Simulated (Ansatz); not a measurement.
## Molecular dynamics of SnO$_{2}$

Input:

```yaml
accuracy: low
crystal:
  lattice:
    - [-4.842944, -4.842944, 0.0]
    - [4.842944, -4.842944, 0.0]
    - [0.0, 0.0, 6.520182]
  atoms:
    - { symbol: Sn, position: [-0.04639465, 0.48822725, 0.21117066] }
    - { symbol: Sn, position: [0.49644721, 0.53147108, -0.01926922] }
    - { symbol: O, position: [-0.02363601, 0.1488885, 0.21787364] }
    - { symbol: O, position: [0.01648, 0.78368391, 0.18640999] }
    - { symbol: O, position: [0.19700609, 0.4839758, -0.02653619] }
    - { symbol: O, position: [0.796639, 0.46758846, -0.01578747] }
    - { symbol: Sn, position: [0.07341987, 0.49484473, 0.68901156] }
    - { symbol: Sn, position: [0.47112232, 0.5578767, 0.44575925] }
    - { symbol: O, position: [0.00810341, 0.22712667, 0.70238617] }
    - { symbol: O, position: [0.11055467, 0.81015713, 0.70856977] }
    - { symbol: O, position: [0.18462826, 0.54459265, 0.41622905] }
    - { symbol: O, position: [0.8201869, 0.56847942, 0.48785196] }
    - { symbol: Sn, position: [0.56330166, 0.02943605, 0.24703822] }
    - { symbol: Sn, position: [0.0082838, -0.02905507, -0.03413836] }
    - { symbol: O, position: [0.49121809, 0.73515609, 0.22198888] }
    - { symbol: O, position: [0.51035954, 0.33946957, 0.19036429] }
    - { symbol: O, position: [0.73476903, 0.0191089, -0.00964994] }
    - { symbol: O, position: [0.30560146, 0.00502559, -0.01109095] }
    - { symbol: Sn, position: [0.47153333, 0.03756003, 0.73083481] }
    - { symbol: Sn, position: [-0.02704628, -0.04259849, 0.46053277] }
    - { symbol: O, position: [0.48892873, 0.77190393, 0.72691648] }
    - { symbol: O, position: [0.42612363, 0.32920194, 0.75313623] }
    - { symbol: O, position: [0.6960267, 0.05012407, 0.536182] }
    - { symbol: O, position: [0.34227331, 0.00210847, 0.43310981] }
basis:
  ecutwfc: 420.0
kpoints:
  mp_grid: { grid: [2, 2, 2] }
hamiltonian:
  xc: pbe
  pseudopotentials: { kind: paw, azcp: { folder: soft_1 } }
scf:
  occupations: { method: fermi_dirac, width: 0.3 }
  lower_state_search: "off"
md:
  timestep: 1
  n_steps: 260
  ensemble: nvt_nose_hoover
  temperature: 2100.0
  initial_velocities: maxwell_boltzmann
  seed: 55110
  nose_hoover: { tau: 50.0, chain_length: 3 }
```

Launched with:

```bash
$ ansatz run input.yaml --threads 2 --pin off --max-ram 5120MiB --backend cpu --events-out ev --progress --plain --runs-dir out
```

It goes on from the last frame of an earlier run, with new velocities.

Output, in part (step lines):

```
md step     0: t =     0.00 fs  T =  2100.0 K  F+E_penalty+E_count = -57262.21094916 eV  E_kin = 6.243258 eV  conserved = -57255.96769121 eV  (14 SCF iters)
md step     1: t =     1.00 fs  T =  2082.1 K  F+E_penalty+E_count = -57262.15784666 eV  E_kin = 6.190089 eV  conserved = -57255.96776337 eV  (10 SCF iters)
md step     2: t =     2.00 fs  T =  2088.6 K  F+E_penalty+E_count = -57262.17748623 eV  E_kin = 6.209283 eV  conserved = -57255.96824862 eV  (10 SCF iters)
md step     3: t =     3.00 fs  T =  2116.8 K  F+E_penalty+E_count = -57262.26220016 eV  E_kin = 6.293285 eV  conserved = -57255.96902205 eV  (10 SCF iters)
md step     4: t =     4.00 fs  T =  2162.8 K  F+E_penalty+E_count = -57262.39964511 eV  E_kin = 6.429827 eV  conserved = -57255.96994126 eV  (10 SCF iters)
md step     5: t =     5.00 fs  T =  2221.3 K  F+E_penalty+E_count = -57262.57492311 eV  E_kin = 6.604022 eV  conserved = -57255.97088036 eV  (5 SCF iters)
md step     6: t =     6.00 fs  T =  2287.4 K  F+E_penalty+E_count = -57262.77251633 eV  E_kin = 6.800289 eV  conserved = -57255.97174583 eV  (5 SCF iters)
md step     7: t =     7.00 fs  T =  2355.8 K  F+E_penalty+E_count = -57262.97777013 eV  E_kin = 7.003838 eV  conserved = -57255.97247943 eV  (5 SCF iters)
[... lines left out ...]
md step   260: t =   260.00 fs  T =  2360.1 K  F+E_penalty+E_count = -57265.84436813 eV  E_kin = 7.016406 eV  conserved = -57255.97251023 eV  (9 SCF iters)
```

The steps, from the saved trajectory:

```csv
time (fs),T (K),potential energy less start (eV),conserved less start (meV/atom)
0,2100,0.000,0.00
8,2422,-0.967,-0.22
16,2640,-1.675,-0.22
24,2416,-1.168,-0.17
32,2277,-0.961,-0.10
40,2722,-2.579,-0.23
48,2846,-3.451,-0.33
56,2224,-2.193,-0.12
64,2240,-2.779,-0.23
72,2272,-3.413,-0.33
80,1976,-2.938,-0.15
88,2318,-4.259,-0.34
96,2342,-4.597,-0.31
104,2138,-4.196,-0.23
112,2199,-4.536,-0.31
120,2082,-4.325,-0.29
128,1932,-3.978,-0.25
136,1985,-4.201,-0.30
144,2042,-4.418,-0.32
152,1959,-4.206,-0.28
160,2113,-4.679,-0.33
168,2139,-4.777,-0.35
176,1924,-4.153,-0.24
184,2013,-4.419,-0.34
192,1968,-4.263,-0.22
200,2181,-4.865,-0.40
208,1774,-3.616,-0.29
216,1593,-3.006,-0.20
224,2079,-4.290,-0.39
232,1980,-3.765,-0.24
240,1995,-3.538,-0.20
248,2372,-4.293,-0.31
256,2417,-4.004,-0.26
```

The run went to its last step. The conserved energy stayed within 0.43 meV per atom of its start (net change -0.2 meV per atom), so the integration is sound. A run of 0.26 ps of so small a system gives no equilibrium averages. Limits of this set-up: low accuracy level.

Mean squared displacements from the first frame to the last, about the centre of mass: Sn 0.28 Å², O 0.26 Å².

Last frame:

```xyz
24
Lattice="-4.8429 -4.8429 0.0000 4.8429 -4.8429 0.0000 0.0000 0.0000 6.5202" Properties=species:S:1:pos:R:3
Sn 2.601 -2.714 1.400
Sn 0.054 -4.882 -0.190
O 0.823 -1.163 1.196
O 3.732 -4.187 1.489
O 1.638 -3.549 -0.247
O -1.553 -6.201 0.034
Sn 2.589 -2.470 4.782
Sn -0.173 -4.676 2.996
O 0.801 -1.184 4.785
O 3.805 -4.378 4.401
O 1.645 -3.312 3.008
O -1.452 -6.280 3.235
Sn -2.445 -2.329 1.508
Sn 0.065 -0.167 -0.318
O 0.734 -5.932 1.641
O -0.993 -4.022 1.226
O -3.760 -3.015 -0.463
O -2.007 -0.998 -0.013
Sn -2.355 -2.425 4.786
Sn 0.228 -0.208 2.904
O 0.635 -5.958 4.628
O -0.599 -3.654 4.572
O -3.343 -3.620 2.926
O -1.358 -1.681 3.103
```

Run time: 35 min on 2 threads of Arm Neoverse V1, on a shared host, peak memory 1 GiB.
